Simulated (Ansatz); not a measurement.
Computed with DFT PBE, scalar-relativistic, plane waves, PAW (Ansatz 0.2.0). Settings: cutoff 420 eV, Γ-centred meshes no coarser than 0.19 Å⁻¹ for metals and 0.3 Å⁻¹ for insulators (2π included), Gaussian smearing.

These are static lattice energies at zero pressure. The comparison covers the computed candidates alone. For metals, differences of a few meV/atom aren't resolved. No run is spin-polarised.

3 distinct structures were compared, and only named types are asked about.

Q: Which is lower for GaH, the zinc blende or the caesium chloride structure, and by how much?

A: The zinc blende structure, by 98 meV/atom. It takes 12.9 Å³/atom against 11.6.